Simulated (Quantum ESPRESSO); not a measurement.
Runs of Quantum ESPRESSO 7.5 on La2O3. It takes space group P-3m1 (No. 164, trigonal). The conventional cell has a = 3.931 Å, b = 3.931 Å, c = 6.112 Å, α = 90.00°, β = 90.00°, γ = 120.00°. La (site symmetry 3m) has 4 O at 2.36 to 2.44 Å as nearest neighbours. O (site symmetry -3m) is surrounded by 6 La at 2.72 Å. O (site symmetry 3m) has 4 La at 2.36 to 2.44 Å as nearest neighbours. The cell is a database's computed one.

| task | level | potentials or basis | cell | k mesh | cutoff (eV) | SCF threshold | symmetry | mesh quality | gap on the mesh (eV) | pressure (GPa) | largest force (eV/Å) |
| --- | --- | --- | --- | --- | --- | --- | --- | --- | --- | --- | --- |
| phonons | PBE | GBRV 1.5 PBE | relaxed | 4 × 4 × 4, shifted | 612 | 1e-09 Ry | - | coarse | - | 0.0 | - |
| single point | PBE | SSSP 1.3 efficiency PBE | as given | 8 × 8 × 5 | 748 | 1e-09 Ry | - | not flagged | 3.89 | 2.4 | 0.05 |
| band structure | r2SCAN | SG15 PBE 1.2 | as given | 7 × 7 × 4 | 1197 | 1e-08 Ry | off | not flagged | 4.39 | (b) | 0.01 |
| band structure | PBEsol | GBRV 1.5 PBEsol | as given | 8 × 8 × 5 | 612 | 1e-09 Ry | - | not flagged | 3.85 | -2.7 | (a) |

Alike in all rows: no spin polarisation; smearing fermi-dirac 0.05 eV.

Task: Estimate the missing entries.

Result: (a) 0.08; (b) 0.8.

Caveats: some runs use coarse meshes; spin-orbit coupling is left out, which moves the levels of the heavy elements (some runs); some levels on the path didn't converge (some runs); an odd mesh through Γ misses points on the zone boundary, where band edges often lie (some runs); the potentials were made for another functional, which shifts forces and pressure (some runs); the mesh misses the band edges, which the band path finds closer together (some runs).

A k mesh can miss the band edges, and the runs leave out spin-orbit coupling on La.

Not every run made on this cell is shown here.
